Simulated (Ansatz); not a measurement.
# SnO: the cost of one run

Method: DFT PBEsol, scalar-relativistic, plane waves, PAW, in Ansatz 0.2.0.

## Step 1: The starting structure

Symmetry: Pmn2_1, No. 31, orthorhombic system. Conventional cell: a = 3.355 Å, b = 5.674 Å, c = 4.222 Å, α = 90.00°, β = 90.00°, γ = 90.00°. Sn (site symmetry m) is surrounded by 3 O at 2.15 to 2.16 Å. O (site symmetry m) has 3 Sn at 2.15 to 2.16 Å as nearest neighbours.

Coordinates:

```cif
data_structure
_symmetry_space_group_name_H-M 'Pmn2_1'
_symmetry_Int_Tables_number 31
_cell_length_a 3.3550
_cell_length_b 5.6741
_cell_length_c 4.2220
_cell_angle_alpha 90.000
_cell_angle_beta 90.000
_cell_angle_gamma 90.000
_cell_volume 80.37
loop_
_atom_site_label
_atom_site_type_symbol
_atom_site_symmetry_multiplicity
_atom_site_Wyckoff_symbol
_atom_site_fract_x
_atom_site_fract_y
_atom_site_fract_z
_atom_site_occupancy
Sn1 Sn 2 a 0.00000 0.23191 0.51314 1
O1 O 2 a 0.00000 0.89125 0.73686 1
```

It goes back to an entry of the Materials Project, which need not be the stable form.

The cell is taken as given, not relaxed at this level.

## Step 2: The reference: the undisturbed cell on the scan's mesh

Input file input.yaml:

```yaml
crystal:
  lattice:
    - [3.355005, 0.0, 0.0]
    - [0.0, 5.674104, 0.0]
    - [0.0, 0.0, 4.22197]
  atoms:
    - { symbol: Sn, position: [0.0, 0.231909, 0.513144] }
    - { symbol: Sn, position: [0.5, 0.768091, 0.013144] }
    - { symbol: O, position: [0.0, 0.89125, 0.736857] }
    - { symbol: O, position: [0.5, 0.10875, 0.236857] }
basis:
  ecutwfc: 420
kpoints:
  mp_grid: { grid: [8, 6, 6] }
hamiltonian:
  xc: pbesol
scf:
  occupations: { method: gaussian, width: 0.05 }
output:
  forces: true
  stress: true
  eigenvalues: true
```

**Question.** How long does this run take on 1 thread of an x86-64 CPU, shared host, and how much memory does it need?

About 3.8 s, with a peak of 0.46 GiB.
